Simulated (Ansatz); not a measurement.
The cell of Al2Cu is invented: random cell by space group and Wyckoff sites (P-3m1, No. 164). The dimensions are guesses.

```
Al Cu
1.0
     4.29004    0.00000    0.00000
    -2.14502    3.71528    0.00000
     0.00000    0.00000    5.92878
Al Cu
4 2
Direct
  0.50000 0.00000 0.50000
  0.00000 0.50000 0.50000
  0.50000 0.50000 0.50000
  0.00000 0.00000 0.50000
  0.33333 0.66667 0.05902
  0.66667 0.33333 0.94098
```

Computed with Ansatz 0.2.0, DFT PBE, scalar-relativistic, plane waves, PAW. Cutoff 420 eV, Gaussian smearing, Γ-centred meshes. Cell and atoms relax first on a coarse mesh and then on a finer one. In between, the cell is made exact in the group found at 0.06 Å. In metals the finer mesh still leaves noise of several meV/atom or more. The steps can't lower the symmetry of their start. No spin polarisation.

A guess keeps its type if space group and coordination stay and the shape of the cell changes little (axis ratios within about 15 %, angles within 6°); the volume may change.

Task: Will the relaxed cell still be of the starting type?

Result: It doesn't keep its type. The symmetry goes from P-3m1 (No. 164) to P6/mmm (No. 191). The volume per atom grows by 10.3 %, from 15.7 to 17.4 Å³. The shortest distance goes from 2.15 Å (Al–Al) to 2.56 Å (Al–Cu). Counting neighbours within 15 % of an atom's shortest distance, the start has Al 6, Cu 6 and the end Al 6/10, Cu 6. In detail, at the end around Al on a site of symmetry mmm lie 4 Cu at 2.56 Å and 6 Al at 2.73 Å; around Al on a site of symmetry 6/mmm lie 6 Al at 2.73 Å; around Cu lie 6 Al at 2.56 Å.

```
Al Cu
1.0
     5.46742    0.00000    0.00000
    -2.73371    4.73493    0.00000
     0.00000    0.00000    4.02753
Al Cu
4 2
Cartesian
  2.7337 0.0000 2.0138
  -1.3669 2.3675 2.0138
  1.3669 2.3675 2.0138
  0.0000 0.0000 2.0138
  0.0000 3.1566 0.0000
  2.7337 1.5783 0.0000
```

Formation energies are uncorrected and refer to the elements' standard structures at the same level.

Task: At what energy does it end?

Result: +0.15 eV/atom. It can't be a ground state, since the elements alone are lower.

The last run used a 12×12×10 mesh (in the run's order of axes) for its 6-atom cell and Gaussian smearing of 0.10 eV. Symmetry constrained the relaxation, so the result can be a saddle point. Another cell of Al2Cu relaxed alike, in Fm-3m (a Materials Project cell), lies 0.33 eV/atom lower, so this cell isn't the stable form at this level.

In counts of neighbours, a slash parts the counts of unlike sites.
